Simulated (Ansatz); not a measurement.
# Direct or indirect: SnSe2 sheet (P-3m1)

```xyz
3
Lattice="3.8656 0.0000 0.0000 -1.9328 3.3477 0.0000 0.0000 0.0000 18.1900" Properties=species:S:1:pos:R:3 pbc="T T T"
Sn    0.0000    0.0000    9.0950
Se    0.0000    2.2318    7.4977
Se    1.9328    1.1159   10.6923
```

Method: Ansatz, PBE, independent particles, without spin-orbit coupling, line width 0.1 eV (Gaussian). The band structure gives a fundamental gap of 0.78 eV. The spectrum of vertical transitions near the edge:

| E (eV) | absorbance (%), E ∥ xy |
| --- | --- |
| 0.30 | 0.00 |
| 0.42 | 0.00 |
| 0.54 | 0.00 |
| 0.66 | 0.00 |
| 0.78 | 0.00 |
| 0.90 | 0.00 |
| 1.02 | 0.01 |
| 1.14 | 0.13 |
| 1.26 | 0.35 |
| 1.38 | 0.53 |
| 1.50 | 0.80 |
| 1.62 | 1.22 |
| 1.74 | 1.63 |
| 1.86 | 2.05 |
| 1.98 | 3.33 |
| 2.10 | 4.28 |
| 2.22 | 4.53 |
| 2.34 | 5.26 |
| 2.46 | 5.28 |
| 2.58 | 5.20 |

Problem. Is the gap direct or indirect, and about where do vertical transitions set in?

Solution. Indirect, by the band path, whose least direct gap is 1.10 eV. The curves fit this: they stay near zero above 0.78 eV and rise only from about 1.1 eV, though a forbidden direct transition would look alike. Lines are broadened by 0.1 eV, which spreads the edge, and phonons, which would give weak absorption from the fundamental gap up, are left out.

[Logs are printed without paths, hosts, clocks, repeated set-up lines and the standing remarks that a program may print on its own settings, such as how far it seeks lower states.]
